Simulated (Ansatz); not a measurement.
# Si2W (P6_222) in Ansatz: a series of runs

The runs below take Si2W through single point, with LDA+U.

All numbers are computed with Ansatz 0.2.0; they aren't measurements. Logs are shortened: lines on timing, memory, paths and dates and some standing lists are left out, and cuts for length are marked.

### 1 The crystal as given

Symmetry: P6_222, No. 180, hexagonal system. Conventional cell: a = 4.617 Å, b = 4.617 Å, c = 6.653 Å, α = 90.00°, β = 90.00°, γ = 120.00°. W (site symmetry 222) has 10 Si at 2.59 to 2.69 Å as nearest neighbours. Around Si (site symmetry 2) lie 5 Si at 2.57 to 2.69 Å and 5 W at 2.59 to 2.69 Å.

Measurements of this composition are mostly on another form, of space group No. 139.

### 2 Single point, LDA+U

input.yaml reads:

```yaml
crystal:
  lattice:
    - [4.6168523821, 0.0, 0.0]
    - [-2.3084261911, 3.9983114484, 0.0]
    - [0.0, 0.0, 6.653222]
  atoms:
    - { symbol: W, position: [0.5, 0.0, 0.5] }
    - { symbol: W, position: [0.5, 0.5, 0.8333333333] }
    - { symbol: W, position: [0.0, 0.5, 0.1666666667] }
    - { symbol: Si, position: [0.327252, 0.163626, 0.1666666667] }
    - { symbol: Si, position: [0.836374, 0.163626, 0.8333333333] }
    - { symbol: Si, position: [0.163626, 0.327252, 0.5] }
    - { symbol: Si, position: [0.672748, 0.836374, 0.1666666667] }
    - { symbol: Si, position: [0.163626, 0.836374, 0.8333333333] }
    - { symbol: Si, position: [0.836374, 0.672748, 0.5] }
hamiltonian:
  xc: lda
  pseudopotentials: { kind: paw }
  hubbard: { sites: [{ species: W, l: d, u_eff: 3.0 }] }
kpoints:
  mp_grid: { grid: [5, 5, 3] }
scf:
  occupations: { method: fermi_dirac, width: 0.05 }
output:
  forces: true
  stress: true
  eigenvalues: true
```

Potentials or basis: Ansatz PAW.

Run with:

```console
ansatz run input.yaml --threads 4 --pin off --max-ram 11264MiB --backend cpu --events-out ev --progress --plain --runs-dir out
```

Output:

```text
Warning: RAYON_NUM_THREADS=4 ignored (pool sized by the plan → 4); use --threads N
W: projections on atomic orbitals take those of the free atom [Kr 4d10 4f14] 5s2 5p6 5d4 6s2, of charge +0.00 (hamiltonian.pseudopotentials.projection_atoms); the dataset's partial waves leave at most 6.5e-5 of an orbital's norm unspanned inside its sphere
Si: projections on atomic orbitals take those of the free atom [Ne] 3s2 3p2, of charge +0.00 (hamiltonian.pseudopotentials.projection_atoms); the dataset's partial waves leave at most 6.1e-8 of an orbital's norm unspanned inside its sphere
Engine: ansatz 0.2.0, aarch64-unknown-linux-gnu
Pseudopotentials: kind: paw
Pseudopotential: W, paw, valence charge 14, recommended cutoff 420 eV (normal), W.paw.azcp
Pseudopotential: Si, paw, valence charge 4, recommended cutoff 420 eV (normal), Si.paw.azcp
Functional definition: SPW92
  exchange = slater_x
  correlation = pw_c
Crystal: 9 atoms, lattice volume = 122.816 Å³
Basis set: ecut = 420 eV, 2405 PW (Γ)
Bands: 42, of which v1, the nominal top of the filled ones, is band 33 counted from 1 (32 counted from 0)
Symmetry: 12 space group operations
Space group: P6222 (ITA 180), of the structure as read, at distance tolerance 5.0e-5 Å
k-points: 10 of 75
Non-local potential: W, projectors of the file, l = 0: 3, l = 1: 2, l = 2: 2, l = 3: 1
Non-local potential: Si, projectors of the file, l = 0: 2, l = 1: 2, l = 2: 2
PAW form: soft (Blöchl's): semilocal exchange-correlation on the pseudo side does not see the compensation charge
PAW frozen core: W, regenerated for the run's functional, and the local potential with it (the file was generated under x = pbe(κ = 0.804, μ = 0.2195149727645171), c = pbe(β = 0.06672455060314922))
PAW frozen core: Si, regenerated for the run's functional, and the local potential with it (the file was generated under x = pbe(κ = 0.804, μ = 0.2195149727645171), c = pbe(β = 0.06672455060314922))
PAW one-centre angular grid: W, 590 points (default); XC on 64 Gauss nodes
PAW one-centre angular grid: Si, 110 points (default); XC on 64 Gauss nodes
Initial density: superposition of atomic densities (chi_scale 0.1, normalization cell, long waves of neutral atoms under a Hubbard term (reshape's long-wave potential 0.00 eV rms, cloud 2.73 Å wide))
Initial wavefunctions: pseudopotential atomic-orbital guess
Functional: x = slater, c = lda
SCF iter   1: F=—  HF=-34033.489415 eV  |F-HF|=—  |Δ(HF+E_count)|=         —  Δρ=4.95e-2  dr2=3.42e0  ethr=3.10e-3  ⟨swp⟩=7.4  Hψ=1955  notcnv=0
preconditioner: auto → Resta (q_TF=auto, 2.460 Å⁻¹)  ε∞=9.2  [insulator: Δε(μ)=0.285 eV  Ē_g=7.596 eV  σ=0.050 eV  W_gap=0.66  n_scr=34 (ndim 8)  ℏωp=21.7 eV  f_vac=0.000  D(μ)=0.90/eV (n_scr^D=2)  ε∞_Penn≈9.2]
SCF iter   2: F=—  HF=-34033.319336 eV  |F-HF|=—  |Δ(HF+E_count)|=   1.70e-1  Δρ=2.29e-2  dr2=5.07e-1  ethr=3.10e-3  ⟨swp⟩=3.1  Hψ=779  notcnv=0  defer=21
SCF iter   3: F=—  HF=-34033.627227 eV  |F-HF|=—  |Δ(HF+E_count)|=   3.08e-1  Δρ=1.25e-2  dr2=2.24e-1  ethr=7.68e-4  ⟨swp⟩=3.0  Hψ=674  notcnv=0  defer=21
SCF iter   4: F=—  HF=-34033.638248 eV  |F-HF|=—  |Δ(HF+E_count)|=   1.10e-2  Δρ=1.79e-3  dr2=3.80e-3  ethr=3.39e-4  ⟨swp⟩=2.5  Hψ=706  notcnv=0  defer=21
SCF iter   5: F=—  HF=-34033.637841 eV  |F-HF|=—  |Δ(HF+E_count)|=   4.06e-4  Δρ=1.87e-4  dr2=5.89e-5  ethr=5.75e-6  ⟨swp⟩=3.1  Hψ=735  notcnv=0  defer=18
SCF iter   6: F=—  HF=-34033.637834 eV  |F-HF|=—  |Δ(HF+E_count)|=   7.25e-6  Δρ=3.26e-5  dr2=7.97e-7  ethr=8.93e-8  ⟨swp⟩=2.0  Hψ=548  notcnv=0  defer=18
SCF iter   7: F=-34033.637834 eV  HF=-34033.637834 eV  |F-HF|=3.83e-9  |Δ(HF+E_count)|=   1.41e-7  Δρ=4.24e-6  dr2=1.48e-8  ethr=1.52e-10  ⟨swp⟩=12.7  Hψ=1976  notcnv=0
SCF 1 converged in 7 iterations: F = -34033.637834 eV  dr2 = 1.48e-8
SCF converged after 7 iterations
Free energy (F): -34033.637834 eV
Harris-Foulkes:  -34033.637834 eV  (|F-HF|=3.83e-9)
Internal energy: -34033.637633 eV  (E = F + TS)
E sigma→0 (E₀):  -34033.637733 eV
Entropy (-TS):   -0.000202 eV (-0.022 meV/atom)
Fermi energy:    16.593341 eV
--- Per-component energies (eV) ---
  E_band       = -266.878081
  E_kinetic    = 1625.692311
  E_local      = -2892.394463  (includes V_loc(G=0)·N_el)
  E_nonlocal   = 175.603630
  E_hartree    = 1127.453992
  E_xc         = -1137.305486
  E_vxc        = -1017.266065  (∫ρ·V_xc dr)
  E_hubbard    = 10.968852  (on-site DFT+U / exact-exchange correction)
  E_vhub       = -2.956357  (the Hubbard potential's part of the band-sum identity)
  E_paw        = -27846.969342  (= ΣΔE_a)
  E_vpaw       = -410.465831  (= ΣTr[D̂ρ^β])
  E_aug_tail   = -0.000159  (compensation charges beyond the density's cutoff)
  E_ewald      = -5098.042412
  E_core_change = 1.355443  (= ΣΔE_core)
  E_smearing   = -0.000202  (= −TS)
  E_closure    = 0.000000  (closes the sum)
  Σ components = -34033.637834   (vs F -34033.637834, Δ=0.00e0)
--- Forces (eV/Å), atoms counted from 1 ---
  atom   1  W      0.00000000     0.00000000    -0.00000000
  atom   2  W     -0.00000000     0.00000000     0.00000000
  atom   3  W     -0.00000000     0.00000000    -0.00000000
  atom   4  Si     0.04237477     0.02446509     0.00000000
  atom   5  Si    -0.04237477     0.02446509     0.00000000
  atom   6  Si    -0.00000000     0.04893017    -0.00000000
  atom   7  Si    -0.04237477    -0.02446509    -0.00000000
  atom   8  Si     0.04237477    -0.02446509    -0.00000000
  atom   9  Si     0.00000000    -0.04893017     0.00000000
  max |Σ_I F_I| component: 1.09e-16 eV/Å
--- Stress (GPa, compression-positive) ---
       -9.637114      -0.000000       0.000000
       -0.000000      -9.637114      -0.000000
        0.000000      -0.000000     -10.522783
  P = ⅓ Tr σ = -9.9323 GPa (-99.323 kbar)
--- Band table (eV; the first three rows and the last of 10) ---
  k-point 0: bands = ["-57.3187", "-57.3069", "-57.3069", "-21.7159", "-21.7043", "-21.7043", "-21.6943", "-21.6943", "-21.6227", "-21.5852", "-21.5852", "-21.5620", "2.2740", "5.4387", "5.4387", "9.2501", "9.7207", "9.7207", "10.4052", "10.4052", "11.1330", "11.5415", "11.5415", "11.8545", "12.7981", "12.7981", "13.3680", "13.3680", "13.4607", "13.4607", "13.8199", "14.2685", "15.6357", "18.9863", "19.0430", "19.0430", "19.1477", "19.3400", "19.3723", "19.3723", "19.5985", "19.5985"]
  k-point 1: bands = ["-57.3168", "-57.3122", "-57.3033", "-21.7428", "-21.7039", "-21.7037", "-21.6878", "-21.6425", "-21.6257", "-21.6187", "-21.5853", "-21.5579", "2.6886", "3.8428", "6.9237", "9.5707", "9.6880", "9.7525", "9.9404", "10.8327", "10.8768", "11.0096", "11.0377", "11.1933", "12.8655", "13.0180", "13.2096", "13.2509", "13.8965", "14.1446", "14.3245", "14.7356", "16.2978", "18.1609", "18.6737", "19.0283", "19.0984", "19.2344", "19.2613", "19.5366", "19.5785", "19.7029"]
  k-point 2: bands = ["-57.3177", "-57.3078", "-57.3068", "-21.7365", "-21.7171", "-21.7000", "-21.6896", "-21.6812", "-21.6207", "-21.5880", "-21.5875", "-21.5551", "2.6901", "5.7236", "5.7746", "7.7236", "8.6761", "9.5182", "9.9510", "10.9428", "11.6609", "11.6862", "12.0747", "12.2792", "12.7039", "13.1163", "13.3372", "13.4460", "13.5073", "13.7121", "13.9022", "13.9438", "15.5081", "17.7712", "18.0670", "18.4024", "18.4450", "18.7178", "18.7879", "19.3092", "19.6524", "19.7784"]
  k-point 9: bands = ["-57.3143", "-57.3104", "-57.3073", "-21.7454", "-21.7398", "-21.7171", "-21.6842", "-21.6516", "-21.6388", "-21.6011", "-21.5616", "-21.5522", "4.9482", "5.4797", "5.8394", "6.4330", "7.4185", "8.3762", "9.5266", "10.1238", "11.0879", "11.8963", "12.3595", "12.5920", "12.8988", "13.1949", "13.2294", "13.3836", "14.0544", "14.6507", "15.0677", "15.4274", "16.1276", "17.4666", "17.4944", "18.0951", "18.4515", "18.5593", "18.6526", "18.9242", "19.1585", "19.4642"]
Occupation matrices written to <dir>
```

It took 2.3 s on 4 threads of Arm Neoverse V1, shared host; peak memory 0.41 GiB.

Results:

- Free energy: -34033.6378 eV
- Pressure: -9.9 GPa
- Largest force: 0.049 eV/Å
- Band gap on the k mesh: 0.62 eV, indirect (least direct gap 1.09 eV)

Forces in eV/Å, atoms in the order of the input:
```
W    0.000  0.000  0.000
W    0.000  0.000  0.000
W    0.000  0.000  0.000
Si   0.042  0.024  0.000
Si  -0.042  0.024  0.000
Si   0.000  0.049  0.000
Si  -0.042 -0.024  0.000
Si   0.042 -0.024  0.000
Si   0.000 -0.049  0.000
```

Levels at points of the mesh, in eV from the valence-band top:
| k point | band 31 | band 32 | band 33 | band 34 | band 35 | band 36 |
| --- | --- | --- | --- | --- | --- | --- |
| (0.00, 0.00, 0.00) | -2.48 | -2.03 | -0.66 | 2.69 | 2.75 | 2.75 |

Eigenvalues of the final occupation matrices:
```csv
site,spin,trace,eigenvalues
site 1,1,2.77,0.47 0.51 0.57 0.58 0.64
site 2,1,2.77,0.47 0.51 0.57 0.58 0.64
site 3,1,2.77,0.47 0.51 0.57 0.58 0.64
```

Caveat: odd divisions of the mesh miss points on the zone boundary, where band edges often lie, so the gap on the mesh can be too wide; spin-orbit coupling is left out, which moves the levels of the heavy elements; the PAW data sets come from PBE, with cores solved anew for the run's functional, which leaves a small shift of forces and pressure; the U is typed as a test and isn't derived for this compound. A k mesh can miss the band edges.

### 3 Single point, LDA+U

input.yaml, as its differences from that of step 2:

```diff
@@ -18,3 +18,3 @@
   pseudopotentials: { kind: paw }
-  hubbard: { sites: [{ species: W, l: d, u_eff: 3.0 }] }
+  hubbard: { sites: [{ species: W, l: d, u_eff: 4.0 }] }
 kpoints:
```

Potentials or basis: Ansatz PAW.

Run with:

```console
ansatz run input.yaml --threads 4 --pin off --max-ram 11264MiB --backend cpu --events-out ev --progress --plain --runs-dir out
```

Output:

```text
Warning: RAYON_NUM_THREADS=4 ignored (pool sized by the plan → 4); use --threads N
W: projections on atomic orbitals take those of the free atom [Kr 4d10 4f14] 5s2 5p6 5d4 6s2, of charge +0.00 (hamiltonian.pseudopotentials.projection_atoms); the dataset's partial waves leave at most 6.5e-5 of an orbital's norm unspanned inside its sphere
[... 78 lines left out ...]
  k-point 1: bands = ["-57.2654", "-57.2609", "-57.2519", "-21.6937", "-21.6588", "-21.6580", "-21.6423", "-21.5930", "-21.5799", "-21.5730", "-21.5357", "-21.5124", "2.6825", "3.8327", "6.8694", "9.5631", "9.6570", "9.7093", "9.9134", "10.8296", "10.8561", "10.9765", "11.0369", "11.1601", "12.8180", "13.0120", "13.2343", "13.2831", "13.9221", "14.1421", "14.3251", "14.6726", "16.1937", "18.1655", "18.6669", "18.9822", "19.1024", "19.2290", "19.2329", "19.5348", "19.5547", "19.7608"]
  k-point 2: bands = ["-57.2663", "-57.2564", "-57.2554", "-21.6894", "-21.6692", "-21.6544", "-21.6431", "-21.6345", "-21.5745", "-21.5422", "-21.5404", "-21.5069", "2.6842", "5.7004", "5.7503", "7.7110", "8.6507", "9.5027", "9.9094", "10.9222", "11.6518", "11.6573", "12.0716", "12.2653", "12.6893", "13.1069", "13.3249", "13.4142", "13.4818", "13.7416", "13.8786", "13.9369", "15.3983", "17.7853", "18.0714", "18.3863", "18.4454", "18.7202", "18.7724", "19.3246", "19.6340", "19.7689"]
  k-point 9: bands = ["-57.2629", "-57.2590", "-57.2559", "-21.6983", "-21.6925", "-21.6702", "-21.6383", "-21.6058", "-21.5925", "-21.5542", "-21.5149", "-21.5039", "4.9352", "5.4678", "5.8241", "6.4167", "7.4033", "8.3732", "9.5031", "10.0903", "11.0443", "11.8949", "12.3645", "12.5775", "12.8868", "13.1585", "13.2185", "13.3513", "14.0407", "14.6276", "15.0276", "15.3857", "16.0645", "17.4834", "17.5272", "18.0835", "18.4421", "18.5549", "18.6314", "18.9212", "19.1214", "19.4578"]
Occupation matrices written to <dir>
```

occupation_matrices:

```text
# The occupation matrices of the corrected shells as a run of Ansatz 0.0.0 ended. An entry of
# hamiltonian.hubbard.sites starts from them by `starting_ns: <path of this file>`, where that key's refused
# combinations let it.
[... 41 lines left out ...]
  site2_d:
    matrix:
      - [0.6137071432568479, 2.3540739670091515e-17, -5.421010862427522e-19, -0.028679546979719688, -0.04967443250836753]
      - [2.3527187142935446e-17, 0.4917635847749053, -0.055944578886362346, 4.010870411838563e-17, -5.421010862427522e-19]
      - [-4.336808689942018e-19, -0.05594457888636235, 0.5563628201325227, -7.589415207398531e-19, 4.016969049058794e-17]
      - [-0.028679546979719684, 4.01425854362758e-17, -7.589415207398531e-19, 0.561341229627945, -0.0114156420402808]
      - [-0.049674432508367526, -5.421010862427522e-19, 4.016969049058794e-17, -0.011415642040280796, 0.5481595816173264]
```

Run time: 2.6 s. Hardware: 4 threads of Arm Neoverse V1, shared host; peak memory 0.39 GiB.

Results:

```
Free energy            : -34029.9875 eV
Pressure               : -10.1 GPa
Largest force          : 0.039 eV/Å
Band gap on the k mesh : 0.72 eV, indirect (least direct gap 1.18 eV)
```

Forces on the atoms (eV/Å):
```
W    0.000  0.000  0.000
W    0.000  0.000  0.000
W    0.000  0.000  0.000
Si   0.034  0.020  0.000
Si  -0.034  0.020  0.000
Si   0.000  0.039  0.000
Si  -0.034 -0.020  0.000
Si   0.034 -0.020  0.000
Si   0.000 -0.039  0.000
```

Stress tensor (GPa, compression positive):
```
 -9.78   0.00   0.00
  0.00  -9.78   0.00
  0.00   0.00 -10.75
```

Levels at points of the mesh, in eV from the valence-band top:
| k point | band 30 | band 31 | band 32 | band 33 | band 34 | band 35 | band 36 | band 37 |
| --- | --- | --- | --- | --- | --- | --- | --- | --- |
| (0.00, 0.00, 0.00) | -2.69 | -2.37 | -1.94 | -0.66 | 2.77 | 2.85 | 2.85 | 3.02 |

Eigenvalues of the final occupation matrices:
```csv
site,spin,trace,eigenvalues
site 1,1,2.77,0.46 0.51 0.57 0.59 0.65
site 2,1,2.77,0.46 0.51 0.57 0.59 0.65
site 3,1,2.77,0.46 0.51 0.57 0.59 0.65
```

Caveat: odd divisions of the mesh miss points on the zone boundary, where band edges often lie, so the gap on the mesh can be too wide; spin-orbit coupling is left out, which moves the levels of the heavy elements; the PAW data sets come from PBE, with cores solved anew for the run's functional, which leaves a small shift of forces and pressure; the U is typed as a test and isn't derived for this compound.

### 4 Single point, LDA+U

input.yaml, as its differences from that of step 3:

```diff
@@ -18,3 +18,3 @@
   pseudopotentials: { kind: paw }
-  hubbard: { sites: [{ species: W, l: d, u_eff: 4.0 }] }
+  hubbard: { sites: [{ species: W, l: d, u_eff: 5.0 }] }
 kpoints:
```

Run with:

```console
ansatz run input.yaml --threads 4 --pin off --max-ram 11264MiB --backend cpu --events-out ev --progress --plain --runs-dir out
```

Wall time 2.4 s (4 threads of Arm Neoverse V1, shared host); peak memory 0.41 GiB.

The run converged. Its results:

* Free energy: -34026.3510 eV
* Pressure: -10.2 GPa
* Largest force: 0.028 eV/Å
* Band gap on the k mesh: 0.83 eV, indirect (least direct gap 1.29 eV)

Forces in eV/Å, atoms in the order of the input:
```
W    0.000  0.000  0.000
W    0.000  0.000  0.000
W    0.000  0.000  0.000
Si   0.024  0.014  0.000
Si  -0.024  0.014  0.000
Si   0.000  0.028  0.000
Si  -0.024 -0.014  0.000
Si   0.024 -0.014  0.000
Si   0.000 -0.028  0.000
```

Stress tensor (GPa, compression positive):
```
 -9.87   0.00   0.00
  0.00  -9.87   0.00
  0.00   0.00 -10.95
```

Levels at points of the mesh, in eV from the valence-band top:
```
           k point  band 31  band 32  band 33  band 34  band 35  band 36
(0.00, 0.00, 0.00)    -2.24    -1.83    -0.67     2.86     2.97     2.97
```

Eigenvalues of the final occupation matrices:
| site | spin | trace | eigenvalues |
| --- | --- | --- | --- |
| site 1 | 1 | 2.78 | 0.45 0.51 0.57 0.59 0.65 |
| site 2 | 1 | 2.78 | 0.45 0.51 0.57 0.59 0.65 |
| site 3 | 1 | 2.78 | 0.45 0.51 0.57 0.59 0.65 |

Caveat: odd divisions of the mesh miss points on the zone boundary, where band edges often lie, so the gap on the mesh can be too wide; spin-orbit coupling is left out, which moves the levels of the heavy elements; the PAW data sets come from PBE, with cores solved anew for the run's functional, which leaves a small shift of forces and pressure; the U is typed as a test and isn't derived for this compound.

### 5 Single point, LDA+U

input.yaml, as its differences from that of step 4:

```diff
@@ -18,3 +18,3 @@
   pseudopotentials: { kind: paw }
-  hubbard: { sites: [{ species: W, l: d, u_eff: 5.0 }] }
+  hubbard: { sites: [{ species: W, l: d, u_eff: 6.0 }] }
 kpoints:
```

Run with:

```console
ansatz run input.yaml --threads 4 --pin off --max-ram 11264MiB --backend cpu --events-out ev --progress --plain --runs-dir out
```

Run time: 2.5 s. Hardware: 4 threads of Arm Neoverse V1, shared host; peak memory 0.39 GiB.

The run converged. Its results:

* Free energy: -34022.7321 eV
* Pressure: -10.3 GPa
* Largest force: 0.014 eV/Å
* Band gap on the k mesh: 0.95 eV, indirect (least direct gap 1.42 eV)

Forces in eV/Å, atoms in the order of the input:
```
W    0.000  0.000  0.000
W    0.000  0.000  0.000
W    0.000  0.000  0.000
Si   0.012  0.007  0.000
Si  -0.012  0.007  0.000
Si   0.000  0.014  0.000
Si  -0.012 -0.007  0.000
Si   0.012 -0.007  0.000
Si   0.000 -0.014  0.000
```

Stress tensor (GPa, compression positive):
```
 -9.91   0.00   0.00
  0.00  -9.91   0.00
  0.00   0.00 -11.07
```

Levels at points of the mesh, in eV from the valence-band top:
```csv
k point,band 30,band 31,band 32,band 33,band 34,band 35,band 36,band 37
"(0.00, 0.00, 0.00)",-2.28,-2.11,-1.72,-0.69,2.96,3.10,3.10,3.30
```

Eigenvalues of the final occupation matrices:
| site | spin | trace | eigenvalues |
| --- | --- | --- | --- |
| site 1 | 1 | 2.78 | 0.44 0.50 0.57 0.60 0.67 |
| site 2 | 1 | 2.78 | 0.44 0.50 0.57 0.60 0.67 |
| site 3 | 1 | 2.78 | 0.44 0.50 0.57 0.60 0.67 |

Caveat: odd divisions of the mesh miss points on the zone boundary, where band edges often lie, so the gap on the mesh can be too wide; spin-orbit coupling is left out, which moves the levels of the heavy elements; the PAW data sets come from PBE, with cores solved anew for the run's functional, which leaves a small shift of forces and pressure; the U is typed as a test and isn't derived for this compound. A k mesh can miss the band edges.

### 6 Summary

| U | gap on the mesh (eV) | pressure (GPa) | largest force (eV/Å) |
| --- | --- | --- | --- |
| W d U = 3 eV | 0.62 | -9.9 | 0.05 |
| W d U = 4 eV | 0.72 | -10.1 | 0.04 |
| W d U = 5 eV | 0.83 | -10.2 | 0.03 |
| W d U = 6 eV | 0.95 | -10.3 | 0.01 |

Alike in all rows: task single point; level LDA+U; potentials or basis Ansatz PAW; no spin polarisation; cell as given; k mesh 5 × 5 × 3; cutoff (eV) 420; smearing fermi-dirac 0.05 eV.

On the cell as given the gap runs from 0.62 eV (LDA+U) to 0.95 eV (LDA+U).

Caveats: odd divisions of the mesh miss points on the zone boundary, where band edges often lie, so the gap on the mesh can be too wide; spin-orbit coupling is left out, which moves the levels of the heavy elements; the PAW data sets come from PBE, with cores solved anew for the run's functional, which leaves a small shift of forces and pressure; the U is typed as a test and isn't derived for this compound.

Absolute energies hang on the potentials; compare differences alone.
